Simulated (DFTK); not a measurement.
**AgBr: single point with PBEsol**

The system is AgBr.

```
CELL_PARAMETERS angstrom
0.00000 2.87015 2.87015
2.87015 0.00000 2.87015
2.87015 2.87015 0.00000
ATOMIC_POSITIONS crystal
Ag 0.00000 0.00000 0.00000
Br 0.50000 0.50000 0.50000
```

- Program: DFTK 0.8.2
- Task: single point
- Functional: PBEsol
- Potentials or basis: dojo.nc.sr.pbesol.v0_4_1.standard.upf (PBEsol)
- Cutoff: 1116 eV
- k mesh: 8 × 8 × 8
- Occupations: fermi-dirac, width 0.05 eV
- Spin: no spin polarisation
- Valence electrons: Ag 19, Br 7
- SCF tolerance on the density: 1e-06

* Pressure: -1.7 GPa
* Band gap on the k mesh: 0.50 eV, indirect (least direct gap 2.45 eV)

Levels at points of the mesh, in eV from the valence-band top:
```csv
k point,band 9,band 10,band 11,band 12,band 13,band 14,band 15,band 16,band 17,band 18
"(0.00, 0.00, 0.00)",-2.82,-2.82,-1.95,-1.95,-1.95,0.50,9.83,9.83,9.83,10.92
"(-0.50, 0.00, 0.00)",-2.50,-2.50,-2.16,0.00,0.00,3.55,6.51,6.65,6.65,12.03
"(-0.50, -0.50, 0.00)",-2.87,-2.65,-2.40,-2.40,-2.30,1.47,6.91,8.90,10.91,10.91
```

It took 2.4 min on 1 thread of Intel(R) Xeon(R) Platinum 8488C (Sapphire Rapids) (shared host), peak memory 1.8 GiB.

A k mesh can miss the band edges. As with any semilocal functional, this PBEsol gap is likely too small.
